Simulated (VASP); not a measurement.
# Ga (I4/mmm) in VASP: further runs

One crystal, Ga, is run at these levels: PBE+TS-HI, TB-mBJ, LMBJ, LAK; tasks: electric field gradients, band structure.

All numbers are computed with VASP 6.6.1; they aren't measurements. Logs are shortened: lines on timing, memory, paths and dates and some standing lists are left out, and cuts for length are marked.

## Step 1: Starting point

Symmetry: I4/mmm, No. 139, tetragonal system. Conventional cell: a = 2.769 Å, b = 2.769 Å, c = 4.622 Å, α = 90.00°, β = 90.00°, γ = 90.00°. Ga (site symmetry 4/mmm) has 12 Ga at 2.77 to 3.03 Å as nearest neighbours.

This isn't the form of Ga at room conditions, which is orthorhombic.

## Step 2: Electric field gradients, PBE+TS-HI, spin-orbit coupling, no magnetisation (cell strained at random at fixed volume)

File INCAR:

```
SYSTEM = Ga
PREC     = Accurate       ! precision mode
ENCUT    = 550            ! plane-wave cutoff, eV
EDIFF    = 1E-8           ! SCF threshold, eV
ISMEAR   = -1             ! smearing method
SIGMA    = 0.05           ! smearing width, eV
LREAL    = .False.        ! projectors in reciprocal space
LASPH    = .False.        ! aspherical terms in the spheres
NELM     = 80             ! most SCF steps
ALGO     = Fast           ! electronic algorithm
ISIF     = 2              ! what is computed and relaxed
LWAVE    = .False.        ! write WAVECAR
LCHARG   = .False.        ! write CHGCAR
MAGMOM   = 0 0 0          ! initial moments
LORBIT   = 11             ! projections on sites
LSORBIT  = .True.         ! spin-orbit coupling
GGA_COMPAT= .False.      
GGA      = PE             ! functional
IVDW     = 21             ! dispersion correction
LEFG     = .True.       
IMIX     = 1            
AMIX     = 0.2
```

File KPOINTS:

```
regular mesh
0
Gamma
  10 10 10
  0 0 0
```

File POSCAR:

```
Ga
1.0
   -1.4001210000      1.3828240000      2.3601760000
    1.3672830000     -1.3356390000      2.3122430000
    1.4114840000      1.3470030000     -2.3319130000
Ga
1
Direct
    0.0154100000      0.0350160000      0.0140420000
```

Potentials or basis: VASP PAW PBE potentials, release 64 (Ga_d_GW).

Command:

```bash
> cat potpaw_PBE.64/Ga_d_GW/POTCAR > POTCAR
> mpirun -np 1 vasp_ncl > vasp.out
```

OUTCAR:

```text
SYSTEM = Ga
   PREC = Accurate
   ENCUT = 550
   EDIFF = 1E-8
   ISMEAR = -1
   LREAL = .False.
   LASPH = .False.
   NELM = 80
   ISIF = 2
   LORBIT = 11
   LSORBIT = .True.
   GGA = PE
   IVDW = 21
   IMIX = 1
   AMIX = 0.2
  IVDW =  21

 ion  position               nearest neighbor table
   1  0.015  0.035  0.014-

  LATTYP: Found a triclinic cell.
 ALAT       =     2.7788598543
 B/A-ratio  =     1.4075546503
 C/A-ratio  =     1.1058283031
 COS(alpha) =     0.0079582297
 COS(beta)  =     0.4592099874
 COS(gamma) =     0.7161599347

  Lattice vectors:

 A1 = (  -2.7787670000,  -0.0113640000,   0.0196700000)
 A2 = (  -2.7901300000,  -2.7411910000,  -0.0085930000)
 A3 = (  -1.4001210000,   1.3828240000,   2.3601760000)

Analysis of symmetry for initial positions (statically):
=====================================================================
 Subroutine PRICEL returns:
 Original cell was already a primitive cell.

 Routine SETGRP: Setting up the symmetry group for a
 triclinic supercell.

 Subroutine GETGRP returns: Found  2 space group operations
 (whereof  1 operations were pure point group operations)
 out of a pool of  2 trial point group operations.

The static configuration has the point symmetry C_1 .
 The point group associated with its full space group is S_2 .

Analysis of symmetry for dynamics (positions and initial velocities):
=====================================================================
 Subroutine PRICEL returns:
 Original cell was already a primitive cell.

 Routine SETGRP: Setting up the symmetry group for a
 triclinic supercell.

 Subroutine GETGRP returns: Found  2 space group operations
 (whereof  1 operations were pure point group operations)
 out of a pool of  2 trial point group operations.

The dynamic configuration has the point symmetry C_1 .
 The point group associated with its full space group is S_2 .

Analysis of structural, dynamic, and magnetic symmetry:
=====================================================================
 Subroutine PRICEL returns:
[... 801 lines left out ...]
      0.04612     -0.00654      0.08459         0.000000     -0.000000     -0.000000
 -----------------------------------------------------------------------------------
    total drift:                                0.000007     -0.000008     -0.000035

--------------------------------------------------------------------------------------------------------

  FREE ENERGIE OF THE ION-ELECTRON SYSTEM (eV)
  ---------------------------------------------------
  free  energy   TOTEN  =        -3.3465316157 eV

  energy  without entropy=       -3.3430344957  energy(sigma->0) =       -3.34478306

--------------------------------------------------------------------------------------------------------

 Electric field gradients (V/A^2)
---------------------------------------------------------------------
 ion       V_xx      V_yy      V_zz      V_xy      V_xz      V_yz
---------------------------------------------------------------------
   1     -14.776   -19.995    34.771     0.017    -0.941     0.887
---------------------------------------------------------------------

 Electric field gradients after diagonalization (V/A^2)
 (convention: |V_zz| > |V_xx| > |V_yy|)
----------------------------------------------------------------------
 ion       V_xx      V_yy      V_zz     asymmetry (V_yy - V_xx)/ V_zz
----------------------------------------------------------------------
   1     -20.010   -14.794    34.803       0.150
----------------------------------------------------------------------

 Eigenvectors
----------------------------------------------------------------------

 ion   1
 xx      -0.006     1.000    -0.016
 yy      -1.000    -0.006    -0.019
 zz      -0.019     0.016     1.000

----------------------------------------------------------------------

           NMR quadrupolar parameters

 Cq : quadrupolar parameter    Cq=e*Q*V_zz/h
 eta: asymmetry parameters     (V_yy - V_xx)/ V_zz
 Q  : nuclear electric quadrupole moment in mb (millibarn)
----------------------------------------------------------------------
 ion       Cq(MHz)       eta       Q (mb)
----------------------------------------------------------------------
   1       0.084       0.150       1.000
----------------------------------------------------------------------

--------------------------------------------------------------------------------------------------------

 Spin-Orbit-Coupling matrix elements

 Ion:    1  E_soc:     -0.0155267
 l=   1
     0.0000000    -0.0009887    -0.0009863
    -0.0009887     0.0000000    -0.0009933
    -0.0009863    -0.0009933     0.0000000
 l=   2
     0.0000000    -0.0003220     0.0000000    -0.0003214    -0.0012856
    -0.0003220     0.0000000    -0.0009581    -0.0003194    -0.0003160
     0.0000000    -0.0009581     0.0000000    -0.0009570     0.0000000
    -0.0003214    -0.0003194    -0.0009570     0.0000000    -0.0003154
    -0.0012856    -0.0003160     0.0000000    -0.0003154     0.0000000
 l=   3
     0.0000000     0.0000000     0.0000000     0.0000000     0.0000000     0.0000000     0.0000000
     0.0000000     0.0000000     0.0000000     0.0000000     0.0000000     0.0000000     0.0000000
     0.0000000     0.0000000     0.0000000     0.0000000     0.0000000     0.0000000     0.0000000
     0.0000000     0.0000000     0.0000000     0.0000000     0.0000000     0.0000000     0.0000000
     0.0000000     0.0000000     0.0000000     0.0000000     0.0000000     0.0000000     0.0000000
     0.0000000     0.0000000     0.0000000     0.0000000     0.0000000     0.0000000     0.0000000
     0.0000000     0.0000000     0.0000000     0.0000000     0.0000000     0.0000000     0.0000000

 total charge

# of ion       s       p       d       tot
------------------------------------------
    1        1.016   0.584   9.942  11.542

 magnetization (x)

# of ion       s       p       d       tot
------------------------------------------
    1       -0.000  -0.000   0.000  -0.000

 magnetization (y)

# of ion       s       p       d       tot
------------------------------------------
    1       -0.000   0.000   0.000   0.000

 magnetization (z)

# of ion       s       p       d       tot
------------------------------------------
    1       -0.000  -0.000  -0.000  -0.000

=======================================================================
```

Run time: 19 min. Hardware: 1 thread of Intel Xeon Platinum 8488C (Sapphire Rapids), shared host; peak memory 0.41 GiB.

What came out:

```yaml
Free_energy: -3.3465 eV
Pressure: -3.3 GPa
Valence_electrons_inside_the_program's_atomic_spheres: Ga 11.54
Dispersion_energy_per_atom: -0.486 eV
```

Electric field gradients, principal values (V/Å²):
| atom | Vxx | Vyy | Vzz |
| --- | --- | --- | --- |
| 1 Ga | -14.794 | -20.010 | 34.803 |

## Step 3: Band structure, TB-mBJ

File POSCAR:

```
Ga
1.0
   -1.3843987196      1.3843987196      2.3112238365
    1.3843987196     -1.3843987196      2.3112238365
    1.3843987196      1.3843987196     -2.3112238365
Ga
1
Direct
    0.0000000000      0.0000000000      0.0000000000
```

File INCAR.step1:

```
SYSTEM = Ga
PREC = Accurate ; ENCUT = 520
EDIFF = 1E-5 ; ISMEAR = -1
SIGMA = 0.05 ; LREAL = .FALSE.
LASPH = .TRUE. ; NELM = 80
ALGO = Normal ; ISIF = 2
LWAVE = .TRUE. ; LCHARG = .FALSE.
NBANDS = 12 ; GGA = PE
```

File INCAR.step2:

```
SYSTEM = Ga
PREC = Accurate ; ENCUT = 520
EDIFF = 1E-6 ; ISMEAR = -1
SIGMA = 0.05 ; LREAL = .FALSE.
LASPH = .TRUE. ; NELM = 80
ALGO = Normal ; ISIF = 2
LWAVE = .FALSE. ; LCHARG = .FALSE.
METAGGA = MBJ ; NBANDS = 12
ISTART = 1
```

File KPOINTS:

```
Automatic mesh
0
G
  13 13 13
  0 0 0
```

File KPOINTS_OPT:

```
path GXYSGZS1NPY1Z,XP
20
line-mode
reciprocal
 0.0000000000  0.0000000000  0.0000000000  G
 0.0000000000  0.0000000000  0.5000000000  X

 0.0000000000  0.0000000000  0.5000000000  X
-0.1793941871  0.1793941871  0.5000000000  Y

-0.1793941871  0.1793941871  0.5000000000  Y
-0.3396970935  0.3396970935  0.3396970935  S

-0.3396970935  0.3396970935  0.3396970935  S
 0.0000000000  0.0000000000  0.0000000000  G

 0.0000000000  0.0000000000  0.0000000000  G
 0.5000000000  0.5000000000 -0.5000000000  Z

 0.5000000000  0.5000000000 -0.5000000000  Z
 0.3396970935  0.6603029065 -0.3396970935  S1

 0.3396970935  0.6603029065 -0.3396970935  S1
 0.0000000000  0.5000000000  0.0000000000  N

 0.0000000000  0.5000000000  0.0000000000  N
 0.2500000000  0.2500000000  0.2500000000  P

 0.2500000000  0.2500000000  0.2500000000  P
 0.5000000000  0.5000000000 -0.1793941871  Y1

 0.5000000000  0.5000000000 -0.1793941871  Y1
 0.5000000000  0.5000000000 -0.5000000000  Z

 0.0000000000  0.0000000000  0.5000000000  X
 0.2500000000  0.2500000000  0.2500000000  P
```

Potentials or basis: VASP PAW PBE potentials, release 64 (Ga_d).

Command:

```bash
> cat potpaw_PBE.64/Ga_d/POTCAR > POTCAR
> cp INCAR.step1 INCAR
> mpirun -np 1 vasp_std > vasp.out
> cp INCAR.step2 INCAR
> mpirun -np 1 vasp_std > vasp.out
```

Run time: 43 s. Hardware: 1 thread of Intel Xeon 6975P-C (Granite Rapids), shared host; peak memory 0.19 GiB.

It converged, with:

| Item | Value |
| --- | --- |
| Band gap along the path | none (metal or under the smearing width) |

Levels at the corners of the path, in eV from the Fermi level:
```
point  band 5  band 6  band 7  band 8  band 9  band 10
    Γ  -15.47  -11.47   13.14   13.25   13.25    15.83
    X  -15.34   -2.01   -0.75    3.79    5.21     7.98
    X  -15.34   -2.01   -0.75    3.79    5.21     7.98
    Y  -15.48   -1.18   -0.52    0.51    1.38    14.40
    Y  -15.48   -1.18   -0.52    0.51    1.38    14.40
    S  -15.47   -2.94   -1.64   -1.51    9.48    12.36
    S  -15.47   -2.94   -1.64   -1.51    9.48    12.36
    Γ  -15.47  -11.47   13.14   13.25   13.25    15.83
    Γ  -15.47  -11.47   13.14   13.25   13.25    15.83
    Z  -15.42   -4.39   -3.93    7.27    7.27    10.11
    Z  -15.42   -4.39   -3.93    7.27    7.27    10.11
   S1  -15.47   -2.94   -1.64   -1.51    9.48    12.36
   S1  -15.47   -2.94   -1.64   -1.51    9.48    12.36
    N  -15.43   -4.80   -4.23    8.04   11.83    12.80
    N  -15.43   -4.80   -4.23    8.04   11.83    12.80
    P  -15.34   -0.07   -0.07   -0.07    2.34    13.86
    P  -15.34   -0.07   -0.07   -0.07    2.34    13.86
   Y1  -15.48   -1.18   -0.52    0.51    1.38    14.40
   Y1  -15.48   -1.18   -0.52    0.51    1.38    14.40
    Z  -15.42   -4.39   -3.93    7.27    7.27    10.11
    X  -15.34   -2.01   -0.75    3.79    5.21     7.98
    P  -15.34   -0.07   -0.07   -0.07    2.34    13.86
```

Caveat: the PAW data sets were made with another functional, which shifts forces and pressure a little.

## Step 4: Band structure, TB-mBJ, spin-orbit coupling, no magnetisation

POSCAR is that of step 3.

File INCAR.step1:

```
PREC = Accurate
ENCUT = 520
EDIFF = 1E-5
ISMEAR = -1
SIGMA = 0.05
LREAL = False
LASPH = True
NELM = 60
ALGO = Normal
ISIF = 2
LWAVE = True
LCHARG = False
LNONCOLLINEAR = True
MAGMOM = 0 0 0
LORBIT = 11
LSORBIT = True
GGA_COMPAT = False
NBANDS = 24
GGA = PE
```

File INCAR.step2:

```
PREC = Accurate
ENCUT = 520
EDIFF = 1E-6
ISMEAR = -1
SIGMA = 0.05
LREAL = False
LASPH = True
NELM = 60
ALGO = Normal
ISIF = 2
LWAVE = False
LCHARG = False
LNONCOLLINEAR = True
MAGMOM = 0 0 0
LORBIT = 11
LSORBIT = True
GGA_COMPAT = False
METAGGA = MBJ
NBANDS = 24
ISTART = 1
```

File KPOINTS:

```
regular mesh
0
Gamma
  10 10 10
```

KPOINTS_OPT is that of step 3.

Potentials or basis: VASP PAW PBE potentials, release 64 (Ga_d).

Command:

```bash
> cat potpaw_PBE.64/Ga_d/POTCAR > POTCAR
> cp INCAR.step1 INCAR
> mpirun -np 1 vasp_ncl > vasp.out
> cp INCAR.step2 INCAR
> mpirun -np 1 vasp_ncl > vasp.out
```

OUTCAR:

```text
PREC = Accurate
   ENCUT = 520
   EDIFF = 1E-6
   ISMEAR = -1
   LREAL = False
   LASPH = True
   NELM = 60
   ISIF = 2
   LNONCOLLINEAR = True
   LORBIT = 11
   LSORBIT = True
   METAGGA = MBJ
   ISTART = 1

 ion  position               nearest neighbor table
   1  0.000  0.000  0.000-

  LATTYP: Found a body centered tetragonal cell.
 ALAT       =     2.7687974392
 C/A-ratio  =     1.6694784557

  Lattice vectors:

 A1 = (  -1.3843987196,   1.3843987196,   2.3112238365)
 A2 = (   1.3843987196,  -1.3843987196,   2.3112238365)
 A3 = (   1.3843987196,   1.3843987196,  -2.3112238365)

Analysis of symmetry for initial positions (statically):
[... 870 lines left out ...]
  free  energy   TOTEN  =       104.5238653939 eV

  energy  without entropy=      104.5275109103  energy(sigma->0) =      104.52568815

 Spin-Orbit-Coupling matrix elements

 Ion:    1  E_soc:     -0.0106585
 l=   1
     0.0000000    -0.0009869    -0.0010020
    -0.0009869     0.0000000    -0.0009869
    -0.0010020    -0.0009869     0.0000000
 l=   2
     0.0000000    -0.0001588     0.0000000    -0.0001588    -0.0006334
    -0.0001588     0.0000000    -0.0004688    -0.0001567    -0.0001541
     0.0000000    -0.0004688     0.0000000    -0.0004688     0.0000000
    -0.0001588    -0.0001567    -0.0004688     0.0000000    -0.0001541
    -0.0006334    -0.0001541     0.0000000    -0.0001541     0.0000000
 l=   3
     0.0000000     0.0000000     0.0000000     0.0000000     0.0000000     0.0000000     0.0000000
     0.0000000     0.0000000     0.0000000     0.0000000     0.0000000     0.0000000     0.0000000
     0.0000000     0.0000000     0.0000000     0.0000000     0.0000000     0.0000000     0.0000000
     0.0000000     0.0000000     0.0000000     0.0000000     0.0000000     0.0000000     0.0000000
     0.0000000     0.0000000     0.0000000     0.0000000     0.0000000     0.0000000     0.0000000
     0.0000000     0.0000000     0.0000000     0.0000000     0.0000000     0.0000000     0.0000000
     0.0000000     0.0000000     0.0000000     0.0000000     0.0000000     0.0000000     0.0000000

 total charge

# of ion       s       p       d       tot
------------------------------------------
    1        0.944   0.518   9.967  11.428

 magnetization (x)

# of ion       s       p       d       tot
------------------------------------------
    1        0.000   0.000   0.000   0.000

 magnetization (y)

# of ion       s       p       d       tot
------------------------------------------
    1        0.000   0.000   0.000   0.000

 magnetization (z)

# of ion       s       p       d       tot
------------------------------------------
    1        0.000   0.000   0.000   0.000
```

OUTCAR.step1:

```text
PREC = Accurate
   ENCUT = 520
   EDIFF = 1E-5
   ISMEAR = -1
   LREAL = False
   LASPH = True
   NELM = 60
   ISIF = 2
   LNONCOLLINEAR = True
   LORBIT = 11
   LSORBIT = True
   GGA = PE

[... 914 lines left out ...]
 total charge

# of ion       s       p       d       tot
------------------------------------------
    1        1.018   0.582   9.966  11.565

 magnetization (x)

# of ion       s       p       d       tot
------------------------------------------
    1        0.000   0.000   0.000   0.000

 magnetization (y)

# of ion       s       p       d       tot
------------------------------------------
    1       -0.000   0.000   0.000   0.000

 magnetization (z)

# of ion       s       p       d       tot
------------------------------------------
    1        0.000   0.000  -0.000   0.000
```

OSZICAR.step1:

```text
N       E                     dE             d eps       ncg     rms          rms(c)
DAV:   1     0.702282931687E+02    0.70228E+02   -0.62769E+03  5864   0.208E+03
DAV:   2     0.401650710557E+01   -0.66212E+02   -0.62842E+02  5152   0.374E+02
DAV:   3    -0.279789877170E+01   -0.68144E+01   -0.67856E+01  5688   0.871E+01
DAV:   4    -0.290088930964E+01   -0.10299E+00   -0.10297E+00  5696   0.118E+01
DAV:   5    -0.290234454556E+01   -0.14552E-02   -0.14552E-02  6008   0.136E+00    0.924E-01
DAV:   6    -0.287806028378E+01    0.24284E-01   -0.31460E-02  6656   0.409E+00    0.468E-01
DAV:   7    -0.287242273609E+01    0.56375E-02   -0.69994E-03  6864   0.155E+00    0.124E-01
DAV:   8    -0.287181182273E+01    0.61091E-03   -0.94958E-04  5704   0.555E-01    0.130E-02
DAV:   9    -0.287181803963E+01   -0.62169E-05   -0.40589E-05  5776   0.789E-02
   1 F= -.28718180E+01 E0= -.28700109E+01  d E =-.361432E-02  mag=     0.0000     0.0000     0.0000
```

Run time: 2.5 min. Hardware: 1 thread of Intel Xeon 6975P-C (Granite Rapids), shared host; peak memory 0.29 GiB.

What came out:

```
Valence electrons inside the program's atomic spheres : Ga 11.43
```

Caveat: the PAW data sets were made with another functional, which shifts forces and pressure a little.

[end of part 1 of 2]
